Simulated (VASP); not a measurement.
Set up this calculation in VASP 6.6.1, as the native input.

```yaml
Task: relaxation of cell and atoms
Functional: PBEsol
Potentials_or_basis: VASP PAW PBE potentials, release 64 (Ir)
Cutoff: 600 eV
k_mesh: 9 × 9 × 2
Occupations: gaussian, width 0.1 eV
Spin: no spin polarisation
Dipole_correction: no
Further_INCAR_settings: ALGO = Normal; EDIFF = 1e-06; IBRION = 2; EDIFFG = -0.04; NSW = 90; ISIF = 3
```

The structure of Ir lies in POSCAR:

```
Ir
1.0
    2.7989532549      0.0000000000      0.0000000000
   -1.3994766274      2.4239646228      0.0000000000
    0.0000000000      0.0000000000      9.0271766845
Ir
4
Direct
    0.0000000000      0.0000000000      0.0000000000
    0.0000000000      0.0000000000      0.5000000000
    0.3333333333      0.6666666667      0.7500000000
    0.6666666667      0.3333333333      0.2500000000
```

The cell was built by a generator and needn't be a form met in nature.

One way to write it, as run:

INCAR

```
PREC = Accurate
ENCUT = 600
EDIFF = 1E-6
ISMEAR = 0
SIGMA = 0.1
LREAL = F
LASPH = T
NELM = 100
ALGO = Normal
ISIF = 3
LWAVE = F
LCHARG = F
GGA = PS
IBRION = 2
NSW = 90
EDIFFG = -0.04
```

KPOINTS

```
Automatic mesh
0
Gamma
  9 9 2
```

Potentials or basis: VASP PAW PBE potentials, release 64 (Ir).

Launch:

```console
$ cat potpaw_PBE.64/Ir/POTCAR > POTCAR
$ mpirun -np 1 vasp_std > vasp.out
```

It gave:

```json
{
  "Relaxed volume": "14.12 Å³/atom",
  "Relaxed cell": "a = 2.720 Å, b = 2.720 Å, c = 8.814 Å, α = 90.00°, β = 90.00°, γ = 120.00°",
  "Space group after relaxing (to 0.05 Å)": "P6_3/mmc (No. 194)",
  "Energy gained by relaxing": "103.5 meV/atom",
  "Ionic steps": "10",
  "Pressure after relaxing": "0.0 GPa"
}
```

Caveat: the PAW data sets were made with another functional, which shifts forces and pressure a little.

It took 100 s on 1 thread of Intel(R) Xeon(R) 6975P-C (Granite Rapids), on a shared host, peak memory 0.21 GiB.
